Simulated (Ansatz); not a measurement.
# PbS: a single-point run

Aim: a sound single-point run of PbS. The structure is shown as the input types it.

Method: density functional or hybrid calculation with the settings of its input, plane waves (as first typed), in Ansatz 0.2.0.

## 1. Starting point

Symmetry: C2/m, No. 12, monoclinic system. Conventional cell: a = 5.929 Å, b = 5.929 Å, c = 22.259 Å, α = 90.00°, β = 95.38°, γ = 90.00°. Around Pb (site symmetry m) lie 5 S at 2.66 to 2.97 Å. S (site symmetry m) has 5 Pb at 2.66 to 2.97 Å as nearest neighbours.

Structure file:

```
Pb S
1.0
     2.96468   -2.96468   -0.00001
     2.96468    2.96468   -0.00001
    -2.08561    0.00000   22.16129
Pb S
2 2
Direct
  0.73732 0.71713 0.93524
  0.28287 0.26268 0.06476
  0.24081 0.22040 0.94488
  0.77960 0.75919 0.05512
```

## 2. The run

input.yaml

```yaml
crystal:
  lattice:
    - [2.9646834815, -2.9646840542, -5.1815e-06]
    - [2.9646834815, 2.9646840542, -5.1815e-06]
    - [-2.0856054175, 0.0, 22.1612868256]
  atoms:
    - { symbol: Pb, position: [0.7373195345, 0.7171325529, 0.9352364743] }
    - { symbol: Pb, position: [0.2828674471, 0.2626804655, 0.0647635257] }
    - { symbol: S, position: [0.2408129785, 0.22039996, 0.9448777163] }
    - { symbol: S, position: [0.77960004, 0.7591870215, 0.0551222837] }
kpoints:
  mp_grid: { grid: [4, 4, 2] }
hamiltonian:
  xc: pbe
scf:
  occupations: { method: fixed }
  n_extra_bands: 5
  max_iter: 74
output:
  forces: true
  stress: true
  eigenvalues: true
basis:
  ecutwfc: 80
```

Started as:

```sh
$ ansatz run input.yaml --threads 4 --pin off --max-ram 4608MiB --backend cpu --events-out ev --progress --plain --runs-dir out
```

Q: Will this input give a usable result? If not, why, and what should change?

This run ends as converged, with warnings (cutoff below recommended, metallic iterate). Its log warns: «basis.ecutwfc = 80 eV is below the records' recommended 420 eV ...»

Look at the input: basis.ecutwfc is 80. With so few plane waves the basis is incomplete by a wide margin. The potentials' recommended cutoff is 420 eV.

To check: delete basis.ecutwfc (the default then holds).
